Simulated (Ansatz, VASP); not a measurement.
**One calculation of InP, two programs**

```xyz
2
Lattice="0.0000 2.8550 2.8550 2.8550 0.0000 2.8550 2.8550 2.8550 0.0000" Properties=species:S:1:pos:R:3 pbc="T T T"
In    0.0000    0.0000    0.0000
P     2.8550    2.8550    2.8550
```

Measurements of this composition are mostly on another form, of space group No. 216.

Alike in both runs: functional PBE; k mesh 8 × 8 × 8; occupations fermi-dirac, width 0.02 eV; no spin polarisation.

Ansatz relaxed the structure, and its values are those at the end. VASP's run is a single point on that final structure, the one shown.

|  | VASP | Ansatz |
| --- | --- | --- |
| version | VASP 6.6.1 | Ansatz 0.2.0 |
| potentials or method | VASP PAW PBE potentials, release 64 (In_d, P) | plane-wave PAW, scalar-relativistic |
| plane-wave cutoff (eV) | 520 | 420 |
| valence electrons in the cell | 18 | 18 |

|  | VASP | Ansatz | Ansatz less VASP |
| --- | --- | --- | --- |
| pressure (GPa) | -5.4 | -5.4 | +0.01 |

Ansatz warned: «gradients_without_spin_orbit».
